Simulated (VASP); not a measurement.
# LiH (P6_3/mmc) in VASP: equation of state

Aim: energy against volume of LiH in PBE, for its equilibrium volume and stiffness.

All numbers are computed with VASP 6.6.1; they aren't measurements. Logs are shortened: lines on timing, memory, paths and dates and some standing lists are left out, and cuts for length are marked.

### Step 1. Starting point

Symmetry: P6_3/mmc, No. 194, hexagonal system. The conventional cell has a = 2.780 Å, b = 2.780 Å, c = 4.885 Å, α = 90.00°, β = 90.00°, γ = 120.00°. Around Li (site symmetry -3m) lie 6 H at 2.02 Å. Around H (site symmetry -6m2) lie 6 Li at 2.02 Å.

The cell was built by a generator and needn't be a form met in nature.

### Step 2. Equation of state, PBE, 7.68 Å³/atom (volume scaled by 0.94)

INCAR reads:

```
SYSTEM = LiH
ALGO = Normal
EDIFF = 1E-7
ENCUT = 520
GGA = PE
ISIF = 2
ISMEAR = -1
LASPH = .TRUE.
LCHARG = .FALSE.
LREAL = .FALSE.
LWAVE = .FALSE.
NBANDS = 12
NELM = 60
PREC = Accurate
SIGMA = 0.05
```

KPOINTS reads:

```
k-points
0
G
  11 11 6
  0 0 0
```

POSCAR reads:

```
LiH
1.0
    2.7233571367      0.0000000000      0.0000000000
   -1.3616834663      2.3585004946      0.0000000000
    0.0000000000      0.0000000000      4.7854642624
Li H
2 2
Direct
    0.0000000000      0.0000000000      0.0000000000
    0.0000000000      0.0000000000      0.5000000000
    0.6666700000      0.3333300000      0.2500000000
    0.3333300000      0.6666700000      0.7500000000
```

Potentials or basis: VASP PAW PBE potentials, release 64 (Li_sv, H).

On the command line:

```
$ cat potpaw_PBE.64/Li_sv/POTCAR potpaw_PBE.64/H/POTCAR > POTCAR
$ mpirun -np 1 vasp_std > vasp.out
```

OUTCAR:

```text
SYSTEM = LiH
   EDIFF = 1E-7
   ENCUT = 520
   GGA = PE
   ISIF = 2
   ISMEAR = -1
   LASPH = .TRUE.
   LREAL = .FALSE.
   NELM = 60
   PREC = Accurate

 Found    144 irreducible k-points:

 Following reciprocal coordinates:
            Coordinates               Weight
  0.000000  0.000000  0.000000      1.000000
  0.090909 -0.000000  0.000000      4.000000
 -0.090909  0.090909  0.000000      2.000000
  0.181818 -0.000000  0.000000      4.000000
 -0.181818  0.181818  0.000000      2.000000
  0.272727 -0.000000  0.000000      4.000000
   k-points           NKPTS =    144   k-points in BZ     NKDIM =    144   number of bands    NBANDS=     12
   number of dos      NEDOS =    301   number of ions     NIONS =      4
   total plane-waves  NPLWV =  14400
   dimension x,y,z NGX =    20 NGY =   20 NGZ =   36
   dimension x,y,z NGXF=    40 NGYF=   40 NGZF=   72
   ions per type =               2   2
   NGX,Y,Z   is equivalent  to a cutoff of  12.21, 12.21, 12.51 a.u.
   NGXF,Y,Z  is equivalent  to a cutoff of  24.42, 24.42, 25.01 a.u.
 SYSTEM =  LiH
   PREC   = accura    normal or accurate (medium, high low for compatibility)
   ISTART =      0    job   : 0-new  1-cont  2-samecut
   ICHARG =      2    charge: 1-file 2-atom 10-const
   ISPIN  =      1    spin polarized calculation?
   LNONCOLLINEAR =      F non collinear calculations
   LSORBIT =      F    spin-orbit coupling
   LASPH  =      T    aspherical Exc in radial PAW
   ENCUT  =  520.0 eV  38.22 Ry    6.18 a.u.   5.06  5.06  8.90*2*pi/ulx,y,z
   NELM   =     60;   NELMIN=  2; NELMDL= -5     # of ELM steps
   EDIFF  = 0.1E-06   stopping-criterion for ELM
   LREAL  =      F    real-space projection
   EDIFFG = 0.1E-05   stopping-criterion for IOM
   NSW    =      0    number of steps for IOM
   IBRION =     -1    ionic relax: 0-MD 1-quasi-New 2-CG
   NFREE  =      0    steps in history (QN), initial steepest desc. (CG)
   ISIF   =      2    stress and relaxation
   ISYM   =      2    0-nonsym 1-usesym 2-fastsym
   POTIM  = 0.5000    time-step for ionic-motion
   TEBEG  =    0.0;   TEEND  =   0.0 temperature during run
   PSTRESS=    0.0 pullay stress
   NELECT =       8.0000    total number of electrons
   NUPDOWN=      -1.0000    fix difference up-down
   EMIN   =  10.00;   EMAX   =-10.00  energy-range for DOS
   EFERMI =   0.00;   METHOD = LEGACY
   ISMEAR =    -1;   SIGMA  =   0.05  broadening in eV -4-tet -1-fermi 0-gaus
   EFERMI_NEDOS =   21; number of points for ismear=-14 and -15
   IALGO  =     38    algorithm
   IMIX   =      4    mixing-type and parameters
     AMIX     =   0.40;   BMIX     =  1.00
     AMIX_MAG =   1.60;   BMIX_MAG =  1.00
  volume/ion in A,a.u.               =       7.68        51.86
  Fermi-wavevector in a.u.,A,eV,Ry     =   1.045241  1.975220 14.864768  1.092530
  Thomas-Fermi vector in A             =   2.180029
   LORBIT       =      0    0 simple, 1 ext, 2 COOP (PROOUT), +10 PAW based schemes
   GGA     = PE    functional components
   LHFCALC =     F    Hartree Fock is set to
   AEXX    =    0.0000 exact exchange contribution
   IVDW    =     0    specifies the selected vdW correction
   LEPSILON=     F    determine dielectric tensor
   LRPA    =     F    only Hartree local field effects (RPA)
 non-spin polarized calculation
  energy-cutoff  :      520.00
  volume of cell :       30.74
 maximum number of plane-waves:       840
   NGX = 11   NGY = 11   NGZ = 17

 number of electron       7.9999996 magnetization

 Free energy of the ion-electron system (eV)
  ---------------------------------------------------
  ext. energy  EPLUGINS =         0.00000000
  ---------------------------------------------------
  free energy    TOTEN  =       -12.02815677 eV

  energy without entropy =      -12.02815677  energy(sigma->0) =      -12.02815677

 E-fermi :   1.2461     XC(G=0):  -8.6558

 val. band max:        0.1946194753   @ k =   0.4545   0.4545   0.0000
 cond. band min:       4.7095239136   @ k =   0.4545   0.0909   0.3333
 fundamental gap:      4.5149044383
 Fermi energy:         1.2460722721

 k-point     1 :       0.0000    0.0000    0.0000
  band No.  band energies     occupation
      1     -44.1156      2.00000
      2     -44.0341      2.00000
      3      -5.2693      2.00000
      4      -2.9804      2.00000
      5       4.9267      0.00000
      6      15.3175      0.00000
      7      16.7488      0.00000
      8      17.1903      0.00000
      9      17.1904      0.00000
     10      17.3691      0.00000
     11      20.7234      0.00000
     12      20.7234      0.00000

 k-point     2 :       0.0909   -0.0000    0.0000
  band No.  band energies     occupation
      1     -44.1117      2.00000
      2     -44.0307      2.00000
      3      -5.1288      2.00000
      4      -2.7926      2.00000
      5       4.9905      0.00000
      6      13.7761      0.00000
      7      16.0154      0.00000
      8      16.2014      0.00000
      9      16.3321      0.00000
     10      17.5588      0.00000
     11      20.7412      0.00000
     12      20.8311      0.00000

 k-point     3 :      -0.0909    0.0909    0.0000
  band No.  band energies     occupation
      1     -44.1117      2.00000
      2     -44.0307      2.00000
      3      -5.1288      2.00000
      4      -2.7926      2.00000
      5       4.9905      0.00000
      6      13.7761      0.00000
      7      16.0153      0.00000
      8      16.2015      0.00000
      9      16.3321      0.00000
     10      17.5588      0.00000
     11      20.7414      0.00000
     12      20.9132      0.00000

 k-point     4 :       0.1818   -0.0000    0.0000
  band No.  band energies     occupation
      1     -44.1014      2.00000
      2     -44.0220      2.00000
      3      -4.7127      2.00000
      4      -2.2444      2.00000
      5       5.1885      0.00000
      6      10.7870      0.00000
      7      14.0264      0.00000
      8      14.7135      0.00000
      9      15.6854      0.00000
     10      17.8941      0.00000
     11      18.8549      0.00000
     12      19.4689      0.00000

 k-point     5 :      -0.1818    0.1818    0.0000
  band No.  band energies     occupation
      1     -44.1014      2.00000
      2     -44.0220      2.00000
      3      -4.7127      2.00000
      4      -2.2444      2.00000
      5       5.1885      0.00000
      6      10.7870      0.00000
      7      14.0263      0.00000
      8      14.7136      0.00000
      9      15.6854      0.00000
     10      17.8942      0.00000
     11      18.8549      0.00000
     12      19.4693      0.00000

 k-point     6 :       0.2727   -0.0000    0.0000
  band No.  band energies     occupation
      1     -44.0876      2.00000
      2     -44.0105      2.00000
      3      -4.0444      2.00000
      4      -1.3967      2.00000
      5       5.5232      0.00000
      6       8.0173      0.00000
      7      11.3722      0.00000
      8      13.4897      0.00000
      9      15.2514      0.00000
     10      16.0237      0.00000
     11      17.9340      0.00000
     12      18.5608      0.00000

 [... further k-points ...]
[... 5 lines left out ...]
  --------------------------------------------------------------------------------------
  -------------------------------------------------------------------------------------
  Total        0.4017045      0.4016303      0.4430010     -0.0000662      0.0000000      0.0000000
  in kB       20.9388402     20.9349745     23.0914184     -0.0034532      0.0000000      0.0000000
  external PRESSURE =      21.6550777 kB  Pullay stress =       0.0000000 kB

 VOLUME and BASIS-vectors are now :
 -----------------------------------------------------------------------------
  energy-cutoff  :      520.00
  volume of cell :       30.74
      direct lattice vectors                 reciprocal lattice vectors
     2.723357137  0.000000000  0.000000000     0.367193853  0.211999870  0.000000000
    -1.361683466  2.358500495  0.000000000     0.000000000  0.423998215  0.000000000
     0.000000000  0.000000000  4.785464262     0.000000000  0.000000000  0.208966141

 POSITION                                       TOTAL-FORCE (eV/Angst)
 -----------------------------------------------------------------------------------
      0.00000      0.00000      0.00000         0.000000      0.000000     -0.000000
      0.00000      0.00000      2.39273        -0.000000      0.000000     -0.000000
      1.36169      0.78616      1.19637        -0.000024      0.000014      0.000000
     -0.00002      1.57234      3.58910         0.000024     -0.000014      0.000000
 -----------------------------------------------------------------------------------
    total drift:                                0.000000      0.000000      0.000000

  FREE ENERGIE OF THE ION-ELECTRON SYSTEM (eV)
  ---------------------------------------------------
  free  energy   TOTEN  =       -12.0281567679 eV

  energy  without entropy=      -12.0281567679  energy(sigma->0) =      -12.02815677
```

OSZICAR:

```text
N       E                     dE             d eps       ncg     rms          rms(c)
DAV:   1     0.144483176907E+02    0.14448E+02   -0.32477E+03  3464   0.650E+02
DAV:   2    -0.101981978606E+02   -0.24647E+02   -0.24084E+02  4420   0.132E+02
DAV:   3    -0.124925883769E+02   -0.22944E+01   -0.22834E+01  5812   0.284E+01
DAV:   4    -0.125271088347E+02   -0.34520E-01   -0.34515E-01  4312   0.403E+00
DAV:   5    -0.125274981641E+02   -0.38933E-03   -0.38933E-03  4788   0.342E-01    0.413E+00
DAV:   6    -0.121515289879E+02    0.37597E+00   -0.22042E-01  4088   0.181E+00    0.209E+00
DAV:   7    -0.120234226459E+02    0.12811E+00   -0.32483E-01  4340   0.245E+00    0.320E-01
DAV:   8    -0.120283298812E+02   -0.49072E-02   -0.18822E-02  4396   0.924E-01    0.954E-02
DAV:   9    -0.120281580924E+02    0.17179E-03   -0.58416E-04  4576   0.120E-01    0.244E-02
DAV:  10    -0.120281570009E+02    0.10915E-05   -0.51486E-05  4388   0.521E-02    0.725E-03
DAV:  11    -0.120281567041E+02    0.29679E-06   -0.23319E-06  4608   0.106E-02    0.188E-03
DAV:  12    -0.120281571228E+02   -0.41866E-06   -0.16194E-07  3832   0.317E-03    0.208E-03
DAV:  13    -0.120281567632E+02    0.35953E-06   -0.77580E-08  2716   0.205E-03    0.158E-04
DAV:  14    -0.120281567679E+02   -0.46782E-08   -0.15297E-08  2272   0.892E-04
   1 F= -.12028157E+02 E0= -.12028157E+02  d E =-.251483E-10
```

stdout:

```text
POSCAR found type information on POSCAR LiH
 POSCAR found :  2 types and       4 ions
 scaLAPACK will be used
 LDA part: xc-table for (Slater+PW92), standard interpolation
 POSCAR, INCAR and KPOINTS ok, starting setup
 FFT: planning ... GRIDC
 FFT: planning ... GRID_SOFT
 FFT: planning ... GRID
 WAVECAR not read
 entering main loop
```

Wall time 50 s (1 thread of Intel Xeon Platinum 8175M at 2.50GHz (Skylake/Cascade Lake), shared host); peak memory 0.16 GiB.

What came out:

* Free energy: -12.0282 eV
* Band gap on the k mesh: 4.51 eV, indirect (least direct gap 5.03 eV)

Caveat: the cutoff is under 1.25 times the usual one of these potentials, so pressure, stress and relaxed cells hold a basis-set (Pulay) error; an odd mesh through Γ misses points on the zone boundary, where band edges often lie.

### Step 3. Equation of state, PBE, 7.85 Å³/atom (volume scaled by 0.96)

INCAR reads:

```
SYSTEM = LiH
ALGO     = Normal         ! electronic algorithm
EDIFF    = 1E-7           ! SCF threshold, eV
ENCUT    = 520            ! plane-wave cutoff, eV
GGA      = PE             ! functional
ISIF     = 2              ! what is computed and relaxed
ISMEAR   = -1             ! smearing method
LASPH    = .TRUE.         ! aspherical terms in the spheres
LCHARG   = .FALSE.        ! write CHGCAR
LREAL    = .FALSE.        ! projectors in reciprocal space
LWAVE    = .FALSE.        ! write WAVECAR
NBANDS   = 12             ! bands
NELM     = 60             ! most SCF steps
PREC     = Accurate       ! precision mode
SIGMA    = 0.05           ! smearing width, eV
```

KPOINTS is that of step 2.

POSCAR reads:

```
LiH
1.0
    2.7425363400      0.0000000000      0.0000000000
   -1.3712731024      2.3751102003      0.0000000000
    0.0000000000      0.0000000000      4.8191658254
Li H
2 2
Direct
    0.0000000000      0.0000000000      0.0000000000
    0.0000000000      0.0000000000      0.5000000000
    0.6666700000      0.3333300000      0.2500000000
    0.3333300000      0.6666700000      0.7500000000
```

Potentials or basis: VASP PAW PBE potentials, release 64 (Li_sv, H).

On the command line:

```
$ cat potpaw_PBE.64/Li_sv/POTCAR potpaw_PBE.64/H/POTCAR > POTCAR
$ mpirun -np 1 vasp_std > vasp.out
```

It took 49 s on 1 thread of Intel Xeon Platinum 8175M at 2.50GHz (Skylake/Cascade Lake), shared host; peak memory 0.16 GiB.

Results (log left out):

| Item | Value |
| --- | --- |
| Free energy | -12.0363 eV |
| Band gap on the k mesh | 4.49 eV, indirect (least direct gap 5.00 eV) |

Caveat: the cutoff is under 1.25 times the usual one of these potentials, so pressure, stress and relaxed cells hold a basis-set (Pulay) error; an odd mesh through Γ misses points on the zone boundary, where band edges often lie.

### Step 4. Equation of state, PBE, 8.01 Å³/atom (volume scaled by 0.98)

INCAR reads:

```
SYSTEM = LiH
ALGO = Normal ; EDIFF = 1E-7
ENCUT = 520 ; GGA = PE
ISIF = 2 ; ISMEAR = -1
LASPH = .True. ; LCHARG = .False.
LREAL = .False. ; LWAVE = .False.
NBANDS = 12 ; NELM = 60
PREC = Accurate ; SIGMA = 0.05
```

KPOINTS reads:

```
k-points
0
Gamma
  11 11 6
  0 0 0
```

POSCAR reads:

```
LiH
1.0
    2.7614509814      0.0000000000      0.0000000000
   -1.3807304572      2.3914907883      0.0000000000
    0.0000000000      0.0000000000      4.8524025020
Li H
2 2
Direct
    0.0000000000      0.0000000000      0.0000000000
    0.0000000000      0.0000000000      0.5000000000
    0.6666700000      0.3333300000      0.2500000000
    0.3333300000      0.6666700000      0.7500000000
```

On the command line:

```
$ cat potpaw_PBE.64/Li_sv/POTCAR potpaw_PBE.64/H/POTCAR > POTCAR
$ mpirun -np 1 vasp_std > vasp.out
```

It took 63 s on 1 thread of Intel Xeon Platinum 8175M at 2.50GHz (Skylake/Cascade Lake), shared host; peak memory 0.17 GiB.

The run converged. Its results:

```yaml
Free_energy: -12.0410 eV
Band_gap_on_the_k_mesh: 4.47 eV, indirect (least direct gap 4.97 eV)
```

Caveat: the cutoff is under 1.25 times the usual one of these potentials, so pressure, stress and relaxed cells hold a basis-set (Pulay) error; an odd mesh through Γ misses points on the zone boundary, where band edges often lie.

### Step 5. Equation of state, PBE, 8.34 Å³/atom (volume scaled by 1.02)

INCAR reads:

```
ALGO = Normal
EDIFF = 1E-7
ENCUT = 520
GGA = PE
ISIF = 2
ISMEAR = -1
LASPH = T
LCHARG = F
LREAL = F
LWAVE = F
NBANDS = 12
NELM = 60
PREC = Accurate
SIGMA = 0.05
```

KPOINTS reads:

```
k-points
0
Gamma
  11 11 6
```

POSCAR reads:

```
LiH
1.0
    2.7985218611      0.0000000000      0.0000000000
   -1.3992659637      2.4235951667      0.0000000000
    0.0000000000      0.0000000000      4.9175431945
Li H
2 2
Direct
    0.0000000000      0.0000000000      0.0000000000
    0.0000000000      0.0000000000      0.5000000000
    0.6666700000      0.3333300000      0.2500000000
    0.3333300000      0.6666700000      0.7500000000
```

On the command line:

```
$ cat potpaw_PBE.64/Li_sv/POTCAR potpaw_PBE.64/H/POTCAR > POTCAR
$ mpirun -np 1 vasp_std > vasp.out
```

It took 60 s on 1 thread of Intel Xeon Platinum 8175M at 2.50GHz (Skylake/Cascade Lake), shared host; peak memory 0.18 GiB.

The run converged. Its results:

* Free energy: -12.0414 eV
* Band gap on the k mesh: 4.42 eV, indirect (least direct gap 4.90 eV)

Caveat: the cutoff is under 1.25 times the usual one of these potentials, so pressure, stress and relaxed cells hold a basis-set (Pulay) error; an odd mesh through Γ misses points on the zone boundary, where band edges often lie.

### Step 6. Equation of state, PBE, 8.50 Å³/atom (volume scaled by 1.04)

INCAR: that of step 5 with these lines changed.

```diff
@@ -11,3 +11,3 @@
 NBANDS = 12
-NELM = 60
+NELM = 100
 PREC = Accurate
```

KPOINTS is that of step 5.

POSCAR reads:

```
LiH
1.0
    2.8166945902      0.0000000000      0.0000000000
   -1.4083523609      2.4393332386      0.0000000000
    0.0000000000      0.0000000000      4.9494761879
Li H
2 2
Direct
    0.0000000000      0.0000000000      0.0000000000
    0.0000000000      0.0000000000      0.5000000000
    0.6666700000      0.3333300000      0.2500000000
    0.3333300000      0.6666700000      0.7500000000
```

Potentials or basis: VASP PAW PBE potentials, release 64 (Li_sv, H).

On the command line:

```
$ cat potpaw_PBE.64/Li_sv/POTCAR potpaw_PBE.64/H/POTCAR > POTCAR
$ mpirun -np 1 vasp_std > vasp.out
```

Run time: 56 s. Hardware: 1 thread of Intel Xeon Platinum 8175M at 2.50GHz (Skylake/Cascade Lake), shared host; peak memory 0.18 GiB.

The run converged. Its results:

```yaml
Free_energy: -12.0375 eV
Band_gap_on_the_k_mesh: 4.39 eV, indirect (least direct gap 4.87 eV)
```

Caveat: the cutoff is under 1.25 times the usual one of these potentials, so pressure, stress and relaxed cells hold a basis-set (Pulay) error; an odd mesh through Γ misses points on the zone boundary, where band edges often lie.

### Step 7. Equation of state, PBE, 8.67 Å³/atom (volume scaled by 1.06)

INCAR reads:

```
SYSTEM = LiH
ALGO     = Normal         ! electronic algorithm
EDIFF    = 1E-7           ! SCF threshold, eV
ENCUT    = 520            ! plane-wave cutoff, eV
GGA      = PE             ! functional
ISIF     = 2              ! what is computed and relaxed
ISMEAR   = -1             ! smearing method
LASPH    = .True.         ! aspherical terms in the spheres
LCHARG   = .False.        ! write CHGCAR
LREAL    = .False.        ! projectors in reciprocal space
LWAVE    = .False.        ! write WAVECAR
NBANDS   = 12             ! bands
NELM     = 80             ! most SCF steps
PREC     = Accurate       ! precision mode
SIGMA    = 0.05           ! smearing width, eV
```

KPOINTS reads:

```
k-points
0
Gamma
  11 11 6
  0 0 0
```

POSCAR reads:

```
LiH
1.0
    2.8346358037      0.0000000000      0.0000000000
   -1.4173229999      2.4548708119      0.0000000000
    0.0000000000      0.0000000000      4.9810023640
Li H
2 2
Direct
    0.0000000000      0.0000000000      0.0000000000
    0.0000000000      0.0000000000      0.5000000000
    0.6666700000      0.3333300000      0.2500000000
    0.3333300000      0.6666700000      0.7500000000
```

On the command line:

```
$ cat potpaw_PBE.64/Li_sv/POTCAR potpaw_PBE.64/H/POTCAR > POTCAR
$ mpirun -np 1 vasp_std > vasp.out
```

Wall time 70 s (1 thread of Intel Xeon Platinum 8175M at 2.50GHz (Skylake/Cascade Lake), shared host); peak memory 0.18 GiB.

It converged, with:

```
Free energy            : -12.0312 eV
Band gap on the k mesh : 4.37 eV, indirect (least direct gap 4.84 eV)
```

Caveat: the cutoff is under 1.25 times the usual one of these potentials, so pressure, stress and relaxed cells hold a basis-set (Pulay) error; an odd mesh through Γ misses points on the zone boundary, where band edges often lie.

### Step 8. Equation of state, PBE

Potentials or basis: VASP PAW PBE potentials, release 64 (Li_sv, H).

This step only gathers the single runs of the series.

What came out:

* Equilibrium volume: 8.18 Å³/atom
* Bulk modulus at fixed shape and positions: 35 GPa
* Pressure derivative of the bulk modulus: 3.3

Energy against volume, from the lowest point:
```csv
volume (Å³/atom),energy (meV/atom)
7.684,3.61
7.848,1.59
8.011,0.40
8.175,0.00
8.338,0.31
8.502,1.28
8.665,2.85
```

Caveat: the cutoff is under 1.25 times the usual one of these potentials, so pressure, stress and relaxed cells hold a basis-set (Pulay) error; the cell was scaled at fixed shape and fractional positions, which overstates the stiffness of a crystal with free parameters, most of all of layers and chains.
